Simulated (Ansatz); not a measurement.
# BaTiO3 (R3m) in Ansatz: notebook, part 2 of 2

Ansatz 0.2.0. The steps go on from the part before.

## (3) Relaxation of cell and atoms, RPBE+D3(BJ)

Contents of input.yaml:

```yaml
crystal:
  lattice:
    - [2.8273666084, 1.6323808724, 2.3183934932]
    - [-2.8273666084, 1.6323808724, 2.3183934932]
    - [0.0, -3.2647617449, 2.3183934932]
  atoms:
    - { symbol: Ba, position: [0.0, 0.0, 0.0] }
    - { symbol: Ti, position: [0.4845, 0.4845, 0.4845] }
    - { symbol: O, position: [0.5086, 0.0175, 0.5086] }
    - { symbol: O, position: [0.0175, 0.5086, 0.5086] }
    - { symbol: O, position: [0.5086, 0.5086, 0.0175] }
hamiltonian:
  xc: rpbe
  pseudopotentials: { kind: paw }
  dispersion: d3bj
kpoints:
  mp_grid: { grid: [7, 7, 7] }
scf:
  occupations: { method: fermi_dirac, width: 0.05 }
output:
  forces: true
  stress: true
  eigenvalues: true
relax:
  f_tol: 0.01
  max_steps: 40
  cell: { stress_tol: 0.05 }
```

Potentials or basis: Ansatz PAW.

Launch:

```sh
$ ansatz run input.yaml --threads 2 --pin off --max-ram 5632MiB --backend cpu --events-out ev --progress --plain --runs-dir out
```

What it wrote:

```text
Warning: RAYON_NUM_THREADS=2 ignored (pool sized by the plan → 2); use --threads N
Engine: ansatz 0.2.0, x86_64-unknown-linux-gnu
Pseudopotentials: kind: paw
Pseudopotential: Ba, paw, valence charge 10, recommended cutoff 420 eV (normal), Ba.paw.azcp
Pseudopotential: Ti, paw, valence charge 12, recommended cutoff 420 eV (normal), Ti.paw.azcp
Pseudopotential: O, paw, valence charge 6, recommended cutoff 420 eV (normal), O.paw.azcp
Functional definition: RPBE
  parameter kappa = 0.804
  parameter beta = 0.06672455060314922
  exchange = rpbe_x(kappa = kappa, mu = beta*pi^2/3)
  correlation = pbe_c(beta = beta)
Crystal: 5 atoms, lattice volume = 64.201 Å³
Basis set: ecut = 420 eV, 1237 PW (Γ), exchange–correlation on 54×54×54 points (8 copies of the dense FFT grid, shifted against one another)
Bands: 25, of which v1, the nominal top of the filled ones, is band 20 counted from 1 (19 counted from 0)
Symmetry: 6 space group operations
Space group: R3m (ITA 160), of the structure as read, at distance tolerance 4.0e-5 Å
k-points: 44 of 343 (time reversal used)
Non-local potential: Ba, projectors of the file, l = 0: 3, l = 1: 2, l = 2: 2, l = 3: 2
Non-local potential: Ti, projectors of the file, l = 0: 3, l = 1: 2, l = 2: 3, l = 3: 1
Non-local potential: O, projectors of the file, l = 0: 2, l = 1: 2, l = 2: 1
PAW form: soft (Blöchl's): semilocal exchange-correlation on the pseudo side does not see the compensation charge
PAW frozen core: Ba, regenerated for the run's functional, and the local potential with it (the file was generated under x = pbe(κ = 0.804, μ = 0.2195149727645171), c = pbe(β = 0.06672455060314922))
PAW frozen core: Ti, regenerated for the run's functional, and the local potential with it (the file was generated under x = pbe(κ = 0.804, μ = 0.2195149727645171), c = pbe(β = 0.06672455060314922))
PAW frozen core: O, regenerated for the run's functional, and the local potential with it (the file was generated under x = pbe(κ = 0.804, μ = 0.2195149727645171), c = pbe(β = 0.06672455060314922))
PAW one-centre angular grid: Ba, 194 points (default); XC on 64 Gauss nodes
PAW one-centre angular grid: Ti, 590 points (default); XC on 64 Gauss nodes
PAW one-centre angular grid: O, 110 points (default); XC on 64 Gauss nodes
Initial density: superposition of atomic densities (neutral atoms: chi_scale 0, normalization atom), corrected by the library's trained network
Initial wavefunctions: pseudopotential atomic-orbital guess
Functional: x = rpbe, c = pbe(β = 0.06672455060314922)
SCF iter   1: F=—  HF=-10186.457083 eV  |F-HF|=—  |Δ(HF+E_count)|=         —  Δρ=3.62e-3  dr2=6.45e-3  ethr=1.77e-3  ⟨swp⟩=6.1  Hψ=5490  notcnv=0
[... 119 lines left out ...]
  E_band       = -69.529386
  E_kinetic    = 985.677966
  E_local      = -1960.223465  (includes V_loc(G=0)·N_el)
  E_nonlocal   = 200.323820
  E_hartree    = 782.525685
  E_xc         = -496.923516
  E_vxc        = -552.038277  (∫ρ·V_xc dr)
  E_paw        = -6763.759091  (= ΣΔE_a)
  E_vpaw       = -308.328291  (= ΣTr[D̂ρ^β])
  E_aug_tail   = 0.007537  (compensation charges beyond the density's cutoff)
  E_ewald      = -2925.209167
  E_disp       = -9.150087  (pairwise vdW)
  E_core_change = -0.164921  (= ΣΔE_core)
  E_smearing   = -0.000000  (= −TS)
  E_closure    = -0.000000  (closes the sum)
  Σ components = -10186.895239   (vs F -10186.895239, Δ=0.00e0)
--- Forces (eV/Å), atoms counted from 1 ---
  atom   1  Ba    -0.00000000    -0.00000000     0.00000290
  atom   2  Ti     0.00000000    -0.00000000     0.00004043
  atom   3  O      0.00008932    -0.00005157    -0.00000890
  atom   4  O     -0.00008932    -0.00005157    -0.00000890
  atom   5  O      0.00000000     0.00010314    -0.00000890
  max |Σ_I F_I| component: 1.66e-5 eV/Å
--- Stress (GPa, compression-positive) ---
       -0.006397      -0.000000      -0.000000
       -0.000000      -0.006397       0.000000
       -0.000000       0.000000      -0.006471
  P = ⅓ Tr σ = -0.0064 GPa (-0.064 kbar)
--- Band table (eV; the first three rows and the last of 44) ---
  k-point 0: bands = ["-44.1399", "-20.3668", "-20.3668", "-20.3668", "-12.3755", "-5.0684", "-4.5000", "-4.5000", "2.4043", "2.4043", "2.4043", "9.9197", "9.9197", "9.9197", "10.7612", "10.7612", "10.7612", "12.0877", "12.0877", "12.0877", "14.1340", "14.1340", "14.1340", "16.8054", "16.8054"]
  k-point 1: bands = ["-44.1396", "-20.3839", "-20.3661", "-20.3661", "-12.3356", "-5.1172", "-4.4918", "-4.4544", "2.4480", "2.4480", "2.5292", "9.5134", "9.8267", "9.8267", "10.5344", "10.5344", "10.5712", "11.5471", "11.9221", "11.9221", "14.1636", "14.5982", "14.5982", "16.8183", "17.4102"]
  k-point 2: bands = ["-44.1390", "-20.4219", "-20.3645", "-20.3645", "-12.2432", "-5.3262", "-4.4732", "-4.2291", "2.5504", "2.5504", "2.8066", "8.6141", "9.4991", "9.4991", "10.1934", "10.2629", "10.2629", "10.6839", "11.6366", "11.6366", "14.2321", "15.4700", "15.4700", "16.8295", "18.4293"]
  k-point 43: bands = ["-44.1354", "-20.4410", "-20.4407", "-20.4407", "-11.9387", "-4.2123", "-4.1140", "-4.1140", "1.4987", "1.4987", "1.6540", "7.5744", "7.9880", "7.9880", "9.5754", "9.8042", "9.8042", "11.9003", "11.9003", "11.9825", "16.8917", "16.8917", "16.8980", "19.7450", "19.7450"]
--- Relaxed structure (7 steps of the walk, 7 accepted, 2 SCFs on fresh bases) ---
  F+E_penalty+E_count = -10186.89523892 eV   max|allowed force component| = 1.031e-4 eV/Å   (the final SCF, on the basis selected at the relaxed cell)
  cell:  # Å, volume = 57.5007 Å³
    - [2.729245316669481, 1.5757305182476304, 2.228419988911842]
    - [-2.729245316669481, 1.5757305182476304, 2.228419988911842]
    - [-2.1142576460037302e-18, -3.1514610365433207, 2.2284199888778593]
  atoms:
    - { symbol: Ba, position: [0.0038396627572063993, 0.0038396627572063998, 0.0038396627572064] }
    - { symbol: Ti, position: [0.5038390526255977, 0.5038390526255977, 0.5038390526255977] }
    - { symbol: O, position: [0.503839832172286, 0.00384162027262408, 0.5038398321722861] }
    - { symbol: O, position: [0.00384162027262408, 0.503839832172286, 0.5038398321722861] }
    - { symbol: O, position: [0.503839832172286, 0.503839832172286, 0.003841620272624191] }
```

It took 29 s on 2 threads of AMD EPYC 7R43 (Zen 3), shared host; peak memory 0.49 GiB.

Results:

```
Free energy                            : -10186.8952 eV
Relaxed volume                         : 11.50 Å³/atom
Relaxed cell                           : a = 3.860 Å, b = 3.860 Å, c = 3.860 Å, α = 90.00°, β = 90.00°, γ = 90.00°
Space group after relaxing (to 0.05 Å) : Pm-3m (No. 221)
Energy gained by relaxing              : 87.7 meV/atom
Ionic steps                            : 9
Pressure after relaxing                : 0.0 GPa
Band gap on the k mesh                 : 2.05 eV, direct
```

The path:
```csv
step,energy change (eV),largest force (eV/Å),volume (Å³)
1,0.0000,0.2258,64.20
2,-0.3522,1.0552,56.64
3,-0.3917,0.8597,58.21
4,-0.4439,0.0146,57.62
5,-0.4499,0.0004,57.59
6,-0.4499,0.0002,57.60
7,-0.4383,0.0002,57.60
8,-0.4387,0.0001,57.50
9,-0.4386,0.0001,57.50
```

Final structure:
```
CELL_PARAMETERS angstrom
2.72925 1.57573 2.22842
-2.72925 1.57573 2.22842
0.00000 -3.15146 2.22842
ATOMIC_POSITIONS crystal
Ba 0.00384 0.00384 0.00384
Ti 0.50384 0.50384 0.50384
O 0.50384 0.00384 0.50384
O 0.00384 0.50384 0.50384
O 0.50384 0.50384 0.00384
```

Levels at points of the mesh, in eV from the valence-band top:
```tsv
k point	band 18	band 19	band 20	band 21	band 22	band 23
(0.00, 0.00, 0.00)	0.00	0.00	0.00	2.05	2.05	2.05
```

Caveat: odd divisions of the mesh miss points on the zone boundary, where band edges often lie, so the gap on the mesh can be too wide; the plane-wave basis is chosen anew once the cell has moved, so the energies of steps on either side of that aren't comparable; the pressure holds a Pulay correction of +0.5 GPa for the finite cutoff; spin-orbit coupling is left out, which moves the levels of the heavy elements; the volume moved by -10 % from the deposited cell, more than functionals usually miss; the PAW data sets come from PBE, with cores solved anew for the run's functional, which leaves a small shift of forces and pressure. Expect the measured gap to be larger: semilocal functionals such as RPBE lack the derivative discontinuity.

## (4) Single point, PBE

input.yaml, as its differences from that of step 3:

```diff
@@ -12,7 +12,6 @@
 hamiltonian:
-  xc: rpbe
+  xc: pbe
   pseudopotentials: { kind: paw }
-  dispersion: d3bj
 kpoints:
-  mp_grid: { grid: [7, 7, 7] }
+  mp_grid: { grid: [2, 2, 2] }
 scf:
@@ -23,5 +22,5 @@
   eigenvalues: true
-relax:
-  f_tol: 0.01
-  max_steps: 40
-  cell: { stress_tol: 0.05 }
+  write_density: true
+  write_potential: true
+  elf: true
+  volumetric_format: npy
```

Potentials or basis: Ansatz PAW.

Launch:

```sh
$ ansatz run input.yaml --threads 2 --pin off --max-ram 5632MiB --backend cpu --events-out ev --progress --plain --runs-dir out
```

What it wrote:

```text
Warning: RAYON_NUM_THREADS=2 ignored (pool sized by the plan → 2); use --threads N
[... 10 set-up lines as earlier in the session ...]
Crystal: 5 atoms, lattice volume = 64.201 Å³
Basis set: ecut = 420 eV, 1237 PW (Γ), exchange–correlation on 54×54×54 points (8 copies of the dense FFT grid, shifted against one another)
Bands: 25, of which v1, the nominal top of the filled ones, is band 20 counted from 1 (19 counted from 0)
[... 2 set-up lines as earlier in the session ...]
k-points: 4 of 8
[... 8 set-up lines as earlier in the session ...]
[... 21 lines left out ...]
  E_nonlocal   = 203.965859
  E_hartree    = 830.220815
  E_xc         = -491.786291
  E_vxc        = -546.547228  (∫ρ·V_xc dr)
  E_paw        = -6745.150115  (= ΣΔE_a)
  E_vpaw       = -309.673986  (= ΣTr[D̂ρ^β])
  E_aug_tail   = 0.007387  (compensation charges beyond the density's cutoff)
  E_ewald      = -2809.213684
  E_smearing   = -0.000000  (= −TS)
  E_closure    = -0.000000  (closes the sum)
  Σ components = -10159.143215   (vs F -10159.143215, Δ=0.00e0)
--- Forces (eV/Å), atoms counted from 1 ---
  atom   1  Ba    -0.00000000     0.00000000    -0.25584066
  atom   2  Ti    -0.00000000     0.00000000    -2.03266772
  atom   3  O      0.00130054    -0.00075087     0.76280070
  atom   4  O     -0.00130054    -0.00075087     0.76280070
  atom   5  O      0.00000000     0.00150174     0.76280070
  max |Σ_I F_I| component: 1.06e-4 eV/Å
--- Stress (GPa, compression-positive) ---
        6.621290       0.000000       0.000000
        0.000000       6.621290       0.000000
        0.000000       0.000000       6.551533
  P = ⅓ Tr σ = 6.5980 GPa (65.980 kbar)
--- Band table (eV) ---
  k-point 0: bands = ["-46.0611", "-22.3262", "-22.3262", "-22.3189", "-14.3892", "-6.4927", "-5.8274", "-5.8274", "0.4203", "0.4203", "0.4231", "8.0979", "8.0979", "8.1093", "8.9590", "8.9590", "9.1988", "9.7769", "9.9258", "9.9258", "12.6076", "12.6076", "12.7596", "14.7211", "14.7211"]
  k-point 1: bands = ["-46.0602", "-22.3755", "-22.3241", "-22.3190", "-14.2692", "-6.7234", "-5.7943", "-5.5435", "0.5858", "0.5915", "0.8312", "6.4040", "7.6167", "7.6403", "8.2065", "8.2195", "8.6255", "8.6713", "9.3561", "9.4968", "12.7561", "14.0107", "14.1049", "14.6833", "16.4050"]
  k-point 2: bands = ["-46.0593", "-22.3742", "-22.3695", "-22.3194", "-14.1929", "-6.1449", "-5.7795", "-5.7761", "0.3687", "0.3726", "0.7974", "6.1351", "6.3191", "6.6177", "7.6062", "7.6085", "8.6954", "9.4239", "9.4705", "10.2317", "14.0911", "14.0928", "14.4270", "15.2923", "18.0807"]
  k-point 3: bands = ["-46.0585", "-22.3716", "-22.3716", "-22.3640", "-14.1262", "-5.6133", "-5.6049", "-5.6049", "-0.2942", "-0.2942", "-0.2894", "5.9750", "6.6237", "6.6237", "7.9325", "7.9325", "7.9751", "10.2701", "10.2701", "10.2885", "14.5545", "14.7019", "14.7019", "16.9514", "16.9514"]
```

rho_z.tsv:

```text
# z_ang	rho[e/angstrom^3]
# format = ansatz-planar-average/11
# lattice	2.827366608	1.632380872	2.318393493
# lattice	-2.827366608	1.632380872	2.318393493
# lattice	0.000000000	-3.264761745	2.318393493
# sites	5
# site	56	0.000000000	0.000000000	0.000000000
# site	22	0.000000000	-0.000000000	3.369784942
# site	8	1.388519741	-0.801662246	2.398841747
# site	8	-1.388519741	-0.801662246	2.398841747
# site	8	0.000000000	1.603324493	2.398841747
0.000000	7.363645e-1
0.148304	7.360831e-1
0.296607	6.732658e-1
0.444911	5.651611e-1
0.593215	4.442725e-1
0.741519	3.386863e-1
[... 19 lines left out ...]
3.707593	5.760088e-1
3.855896	6.761095e-1
```

v_z.tsv:

```text
# z_ang	v_es[eV]	v_tot[eV]
# format = ansatz-planar-average/11
# xc	pbe
# density_cutoff_ev	1680
# datasets	Ba=:simpson_from_first_knot:soft	Ti=:simpson_from_first_knot:soft	O=:simpson_from_first_knot:soft
# lattice	2.827366608	1.632380872	2.318393493
# lattice	-2.827366608	1.632380872	2.318393493
# lattice	0.000000000	-3.264761745	2.318393493
# sites	5
# site	56	0.000000000	0.000000000	0.000000000
# site	22	0.000000000	-0.000000000	3.369784942
# site	8	1.388519741	-0.801662246	2.398841747
# site	8	-1.388519741	-0.801662246	2.398841747
# site	8	0.000000000	1.603324493	2.398841747
0.000000	1.016524e0	-1.162635e1
0.148304	1.218429e0	-1.135145e1
0.296607	2.303676e0	-9.900145e0
0.444911	4.025383e0	-7.547732e0
0.593215	6.138853e0	-4.645999e0
0.741519	8.218326e0	-1.779589e0
[... 19 lines left out ...]
3.707593	3.148418e0	-8.726856e0
3.855896	1.714627e0	-1.068334e1
```

Wall time 0.68 s (2 threads of AMD EPYC 7R43 (Zen 3), shared host); peak memory 0.39 GiB.

Results:

```
Free energy            : -10159.1432 eV
Pressure               : 6.6 GPa
Largest force          : 2.033 eV/Å
Band gap on the k mesh : 2.32 eV, indirect (least direct gap 2.68 eV)
```

Forces on the atoms (eV/Å):
```
Ba   0.000  0.000 -0.256
Ti   0.000  0.000 -2.033
O    0.001 -0.001  0.763
O   -0.001 -0.001  0.763
O    0.000  0.002  0.763
```

Caveat: the k mesh is coarse (spacing up to 0.78 Å⁻¹), so the values aren't converged; the pressure holds a Pulay correction of +0.6 GPa for the finite cutoff; spin-orbit coupling is left out, which moves the levels of the heavy elements; forces of over 1 eV/Å show positions far from the minimum, so gaps and moduli don't describe the material at rest. Expect the measured gap to be larger: semilocal functionals such as PBE lack the derivative discontinuity.

## (5) Summary

| task | level | U | cell | k mesh | hubbard projectors | double counting | mesh quality | gap on the mesh (eV) | pressure (GPa) | relaxed volume (Å³/atom) |
| --- | --- | --- | --- | --- | --- | --- | --- | --- | --- | --- |
| relaxation of cell and atoms | PBE+U | Ti d U = 1 eV | relaxed | 7 × 7 × 7 | ortho-atomic (the default) | fll (the default) | not flagged | 2.69 | 0.0 | 13.37 |
| relaxation of cell and atoms | RPBE+D3(BJ) | - | relaxed | 7 × 7 × 7 | - | - | not flagged | 2.05 | 0.0 | 11.50 |
| single point | PBE | - | as given | 2 × 2 × 2 | - | - | coarse | 2.32 | 6.6 | - |

Alike in all rows: potentials or basis Ansatz PAW; no spin polarisation; cutoff (eV) 420; smearing fermi-dirac 0.05 eV.

Caveats: some runs use coarse meshes; spin-orbit coupling is left out, which moves the levels of the heavy elements; odd divisions of the mesh miss points on the zone boundary, where band edges often lie, so the gap on the mesh can be too wide (some runs); the plane-wave basis is chosen anew once the cell has moved, so the energies of steps on either side of that aren't comparable (some runs); the volume moved by -10 % from the deposited cell, more than functionals usually miss (some runs); the PAW data sets come from PBE, with cores solved anew for the run's functional, which leaves a small shift of forces and pressure (some runs); forces of over 1 eV/Å show positions far from the minimum, so gaps and moduli don't describe the material at rest (some runs).

Total energies depend on the potentials used, so only differences within one code and one set of settings carry meaning.
